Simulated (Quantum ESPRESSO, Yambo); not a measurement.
# A GW chain in Yambo: NaCl (Fm-3m), part 2 of 3

Aim: the G0W0 gap of NaCl (Fm-3m) on PBE, step by step.

Quantum ESPRESSO 7.5 and Yambo 5.3.0; PBE and many-body steps on it, plane waves. Known limits of the many-body steps: not at the basis limit; coarse k mesh.

So far. Step 2 (Ground state): The gap is direct, at Γ. Step 3 (Bands along the symmetry lines): The gap is 5.150 eV, as in the run before at this level.

The database entry behind the starting cell differs from later determinations by our own check (an axis about 0.4 % short against later determinations), so it need not match the best structure at ambient conditions.

## 4. Empty states on the mesh, 4×4×4 mesh, 108 bands

Level of this step: DFT, PBE, plane waves, norm-conserving pseudopotentials (Quantum ESPRESSO).

The sums over transitions need many empty states on a uniform mesh; this step solves for them.

Contents of pw.in:

```
&control
  calculation = 'nscf'
  prefix = 'x'
  outdir = 'o'
  pseudo_dir = 'pseudo'
/
&system
  ibrav = 0
  nat = 2
  ntyp = 2
  ecutwfc = 76.0
  nbnd = 108
  force_symmorphic = .true.
/
&electrons
  conv_thr = 1e-9
  electron_maxstep = 80
  diago_full_acc = .true.
  diago_thr_init = 5e-6
/
ATOMIC_SPECIES
  Na 22.99 Na.upf
  Cl 35.45 Cl.upf
CELL_PARAMETERS angstrom
  0.0000000000 2.8100000000 2.8100000000
  2.8100000000 0.0000000000 2.8100000000
  2.8100000000 2.8100000000 0.0000000000
ATOMIC_POSITIONS crystal
  Na 0.0000000000 0.0000000000 0.0000000000
  Cl 0.5000000000 0.5000000000 0.5000000000
K_POINTS automatic
  4 4 4 0 0 0
```

Started as:

```sh
> OMP_NUM_THREADS=1 mpirun -n 4 pw.x -nk 4 -in pw.in > pw.out
```

The log of the run:

```text
[banner, memory and clock lines left out]
Program PWSCF v.7.5 starts

     Atomic positions and unit cell read from directory:
     o/x.save/

     Message from routine setup:
     using ibrav=0 with symmetry is DISCOURAGED, use correct ibrav instead

     G-vector sticks info

     bravais-lattice index     =            0
     lattice parameter (alat)  =       7.5097  a.u.
     unit-cell volume          =     299.4646 (a.u.)^3
     number of atoms/cell      =            2
     number of atomic types    =            2
     number of electrons       =        16.00
     number of Kohn-Sham states=          108
     kinetic-energy cutoff     =      76.0000  Ry
     charge density cutoff     =     304.0000  Ry
     Exchange-correlation= PBE
                           (   1   4   3   4   0   0   0)

     celldm(1)=   7.509658  celldm(2)=   0.000000  celldm(3)=   0.000000
     celldm(4)=   0.000000  celldm(5)=   0.000000  celldm(6)=   0.000000

     crystal axes: (cart. coord. in units of alat)
               a(1) = (   0.000000   0.707107   0.707107 )
               a(2) = (   0.707107   0.000000   0.707107 )
               a(3) = (   0.707107   0.707107   0.000000 )

     reciprocal axes: (cart. coord. in units 2 pi/alat)
               b(1) = ( -0.707107  0.707107  0.707107 )
               b(2) = (  0.707107 -0.707107  0.707107 )
               b(3) = (  0.707107  0.707107 -0.707107 )
     Pseudo is Norm-conserving, Zval =  9.0
     Generated using ONCVPSP code by D. R. Hamann
     Using radial grid of 1992 points,  4 beta functions with:
     Pseudo is Norm-conserving + core correction, Zval =  7.0
     Generated using ONCVPSP code by D. R. Hamann
     Using radial grid of 1028 points,  6 beta functions with:
     Na                9.00    22.99000     Na( 1.00)
     Cl                7.00    35.45000     Cl( 1.00)

     48 Sym. Ops., with inversion, found

   Cartesian axes

     site n.     atom                  positions (alat units)
         1        Na     tau(   1) = (   0.0000000   0.0000000   0.0000000  )
         2        Cl     tau(   2) = (   0.7071068   0.7071068   0.7071068  )

     number of k points=     8
                       cart. coord. in units 2pi/alat
        k(    1) = (   0.0000000   0.0000000   0.0000000), wk =   0.0312500
        k(    2) = (   0.1767767   0.1767767  -0.1767767), wk =   0.2500000
        k(    3) = (  -0.3535534  -0.3535534   0.3535534), wk =   0.1250000
[...]
k(    7) = (  -0.7071068   0.0000000   0.0000000), wk =   0.0937500
        k(    8) = (  -0.7071068   0.3535534   0.0000000), wk =   0.1875000

     Dense  grid:    26813 G-vectors     FFT dimensions: (  45,  45,  45)

     The potential is recalculated from file :
     o/x.save/charge-density

     Starting wfcs are    9 randomized atomic wfcs +   99 random wfcs

     Band Structure Calculation

     End of band structure calculation

          k = 0.0000 0.0000 0.0000 (  3383 PWs)   bands (ev):

   -47.7639 -19.6862 -19.6862 -19.6862 -11.5392   1.1413   1.1413   1.1413
     6.2911  12.2033  12.2033  12.2033  14.2947  14.2947  16.0863  18.3681
    18.3681  18.3681  25.1767  26.7630  26.7630  26.7630  28.7516  28.7516
[...]
91.5227  91.5227  92.8448  92.8448

          k = 0.1768 0.1768-0.1768 (  3362 PWs)   bands (ev):

[...]
94.9555  94.9555  96.5216  96.5216

          k =-0.3536-0.3536 0.3536 (  3354 PWs)   bands (ev):

[...]
84.2234  84.2234  85.1277  86.1551  86.2774  87.1790  87.5674  87.5674
    88.5499  88.5499  91.5029  92.9513  92.9513  94.3593  94.8003  94.8003
    95.9137  96.1711  96.1711  96.4395

          k = 0.3536 0.0000 0.0000 (  3359 PWs)   bands (ev):

     [... further k-points ...]

     highest occupied, lowest unoccupied level (ev):     1.1413    6.2911

     XML data file, pseudopotentials, collected wavefunctions
```

The job ended after 6.8 s (4 MPI ranks of Arm Neoverse V1, shared host; peak memory 0.32 GiB).

Numbers from this step:

```
gap                                                           : 5.150 eV
k of the valence top                                          : 0, 0, 0
k of the conduction bottom                                    : 0, 0, 0
least direct gap                                              : 5.150 eV
k points computed                                             : 8
lowest point of the top converged band, above the valence top : 91.7034 eV
```

On this mesh the gap is 5.150 eV.

## 5. Conversion and set-up

This step: Yambo 5.3.0; conversion and set-up on PBE, plane waves, norm-conserving pseudopotentials.

The states are converted to the many-body program's format and the q mesh is built.

Started as:

```sh
> (cd o/x.save; p2y > p2y.log; mv SAVE ../..); yambo > setup.log
```

The log of the run:

```text
 Yambo, version 5.3.0

 [02] CORE Variables Setup
 =========================

  [02.01] Unit cells
  ==================

  Cell kind             :  FCC
  Atoms in the cell     :  Na  Cl
  number of Na atoms    :  1
  number of Cl atoms    :  1

  List of atomic masses
  Mass of Na    :  22.99000
  Mass of Cl    :  35.45000

  List of atomic coordinates    : [cc]
  Na1       :  0.000000  0.000000  0.000000  order 1
  Cl1       :  5.310130  5.310130  5.310130  order 2

  Alat factors          :  5.310130  5.310130  5.310130 [a.u.]
  Direct lattice volume :  299.4646 [a.u.]
  Direct lattice vectors:  A[ 1 ]  A[ 2 ]  A[ 3 ]
   A[ 1 ]:  0.000000  1.000000  1.000000  [iru]
   0.000000  5.310130  5.310130  [cc]
   A[ 2 ]:  1.000000  0.000000  1.000000  [iru]
   5.310130  0.000000  5.310130  [cc]
   A[ 3 ]:  1.000000  1.000000  0.000000  [iru]
   5.310130  5.310130  0.000000  [cc]

  Recip. lattice volume :  0.828312 [a.u.]
  Recip. lattice vectors:  B[ 1 ]  B[ 2 ]  B[ 3 ]
   B[ 1 ]: -0.500000  0.500000  0.500000  [iku]
  -0.591623  0.591623  0.591623  [cc]
   B[ 2 ]:  0.500000 -0.500000  0.500000  [iku]
   0.591623 -0.591623  0.591623  [cc]
   B[ 3 ]:  0.500000  0.500000 -0.500000  [iku]
   0.591623  0.591623 -0.591623  [cc]

  [02.02] Symmetries
  ==================

  Inversion symmetry    : yes
  Spatial inversion     : yes
  Inversion index       :  25
  K-space Time-reversal : no
  Magnetic symmetries   : no
  Group table correct   : yes
  Symmetries units      :  [cc]

   [S  1]:   1.0000      0.20663E-16  0.20663E-16  0.20663E-16   1.0000     -0.20663E-16 -0.20663E-16 -0.20663E-16   1.0000
   [S  2]:  -1.0000     -0.20663E-16  0.20663E-16 -0.20663E-16  -1.0000     -0.20663E-16  0.20663E-16  0.20663E-16   1.0000
   [S  3]:  -1.0000      0.20663E-16 -0.20663E-16 -0.20663E-16   1.0000      0.20663E-16  0.20663E-16 -0.20663E-16  -1.0000
[...]
[... 36 further rows ...]
   [S 47]:  0.20663E-16   1.0000     -0.20663E-16 -0.20663E-16  0.20663E-16  -1.0000       1.0000     -0.20663E-16  0.20663E-16
   [S 48]:  0.20663E-16  -1.0000      0.20663E-16 -0.20663E-16 -0.20663E-16   1.0000       1.0000      0.20663E-16 -0.20663E-16

  [02.03] Reciprocal space
  ========================

  nG shells         :  293
  nG charge         :  26813
  nG WFs            :   4067
  nC WFs            :   3383
  G-vecs. in first 29 shells:  [ Number ]
     1    9   15   27   51   59   65   89  113
    137   169   181   229   259   283   307   331   339
    387   411   459   531   537   561   609   645   701
    725   749
  ...
  Shell energy in first 29 shells:  [ mHa ]
    0.00000      525.026      700.034      1400.07      1925.09      2100.10      2800.14      3325.16      3500.17
    4200.21      4725.23      5600.28      6125.30      6300.31      7000.34      7525.37      7700.38      8400.41
[...]
BZ  K-points                                      :   64

  K/Q-points units:
  rlu = crystal or reduced units; cc = cartesian coordinates; iku = interal k-units

  K [1]          [rlu]:  0.000000  0.000000  0.000000
         WF components:   3383
  K [2]          [rlu]:  0.30764E-17  0.30764E-17  0.25000
         WF components:   3362
  K [3]          [rlu]: -0.61529E-17 -0.61529E-17 -0.50000
         WF components:   3354
  K [4]          [rlu]:  0.15802E-17  0.25000      0.25000
         WF components:   3359
  K [5]          [rlu]: -0.17826E-16  0.25000     -0.50000
         WF components:   3339
  [... 2 further k-points ...]
  K [8]          [rlu]:  0.250000 -0.500000 -0.250000
         WF components:   3316

  [02.05] Energies & Occupations
  ==============================

  [X] === General ===
  [X] Electronic Temperature                        :  0.000000  0.000000 [eV K]
  [X] Bosonic    Temperature                        :  0.000000  0.000000 [eV K]
  [X] Finite Temperature mode                       : no
  [X] El. density                                   :  0.36055E+24 [cm-3]
  [X] Fermi Level                                   :  1.141321 [eV]

  [X] === Gaps and Widths ===
  [X] Conduction Band Min                           :  5.149762 [eV]
  [X] Valence Band Max                              :  0.000000 [eV]
  [X] Filled Bands                                  :   8
  [X] Empty Bands                                   :    9  108
  [X] Direct Gap                                    :  5.149762 [eV]
  [X] Direct Gap localized at k                     :  1
  [X] Indirect Gap                                  :  5.149762 [eV]
  [X] Indirect Gap between kpts                     :  1  1
  [X] Last valence band width                       :  0.763888 [eV]
  [X] 1st conduction band width                     :  3.695208 [eV]

  E @ K [1]:  [eV]
   -48.905      -20.828      -20.828      -20.828      -12.681     -0.85436E-09 -0.68449E-09   0.0000
    5.14976  11.06198  11.06198  11.06198  13.15342  13.15342  14.94499  17.22677
  occ @ K [1]
   2.000000  2.000000  2.000000  2.000000  2.000000  2.000000  2.000000  2.000000
[...]
E @ K [2]:  [eV]
[...]
occ @ K [2]
[...]
E @ K [3]:  [eV]
[...]
occ @ K [3]
[...]
E @ K [4]:  [eV]
[...]
occ @ K [4]
[...]
E @ K [5]:  [eV]
[...]
occ @ K [5]
[...]
[... 2 further k-points ...]
  E @ K [8]:  [eV]
[...]
occ @ K [8]
   2.000000  2.000000  2.000000  2.000000  2.000000  2.000000  2.000000  2.000000
   0.000000  0.000000  0.000000  0.000000  0.000000  0.000000  0.000000  0.000000

 [03] Transferred momenta grid and indexing
 ==========================================

 IBZ Q-points                                      :   8
 BZ  Q-points                                      :   64

 K/Q-points units:
 rlu = crystal or reduced units; cc = cartesian coordinates; iku = interal k-units

 Q [1]          [rlu]:  0.000000  0.000000  0.000000
 Q [2]          [rlu]:  0.30764E-17  0.30764E-17  0.25000
 Q [3]          [rlu]: -0.61529E-17 -0.61529E-17 -0.50000
[...]
Q [7]          [rlu]: -0.31603E-17 -0.50000     -0.50000
 Q [8]          [rlu]:  0.250000 -0.500000 -0.250000

  [03.01] X indexes
  =================

   [03.01.01] Sigma indexes
   ========================

 [06] Game Over & Game summary
```

Run time: 2.3 s. Hardware: 1 MPI rank; peak memory 0.24 GiB.

[end of part 2 of 3]

[Paths, hosts, dates, memory and timing lines, banners, echoed tables and standing remarks are left out of the program output.]

[Logs are printed without paths, hosts, clocks, repeated set-up lines and the standing remarks that a program may print on its own settings, such as how far it seeks lower states.]

[Runs of the session that timed out or met a known fault of the program may be left out.]

[Hosts, paths, dates, database ids (printed as entryN), source tags and the programs' standing remarks are cut or masked in the printed files.]
